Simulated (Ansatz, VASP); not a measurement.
# Al2Cu: VASP beside Ansatz

```
CELL_PARAMETERS angstrom
-2.02463 2.02463 2.86301
2.02463 -2.02463 2.86301
2.02463 2.02463 -2.86301
ATOMIC_POSITIONS crystal
Al 0.75000 0.25000 0.50000
Al 0.25000 0.75000 0.50000
Cu 0.50000 0.50000 0.00000
```

Alike in both runs: functional PBEsol; k mesh 14 × 14 × 14; occupations gaussian, width 0.1 eV; no spin polarisation.

Ansatz relaxed the structure, and its values are those at the end. VASP's run is a single point on that final structure, the one shown.

```csv
,VASP,Ansatz
version,VASP 6.6.1,Ansatz 0.2.0
potentials or method,"VASP PAW PBE potentials, release 64 (Al, Cu)","scalar-relativistic, plane waves, PAW"
plane-wave cutoff (eV),520,420
valence electrons in the cell,17,25
```

```tsv
	VASP	Ansatz	Ansatz less VASP
gap on the k mesh at the Fermi level (eV)	none	none	-
pressure (GPa)	0.2	0.0	-0.23
```

A gap of «none» marks a metal or a gap that the smearing closes. With one functional, cell and mesh, what is left measures potentials, basis and numerics. The two sets of potentials don't hold the same shells in valence.

Caveats: the PAW data sets were made with another functional, which shifts forces and pressure a little (VASP).
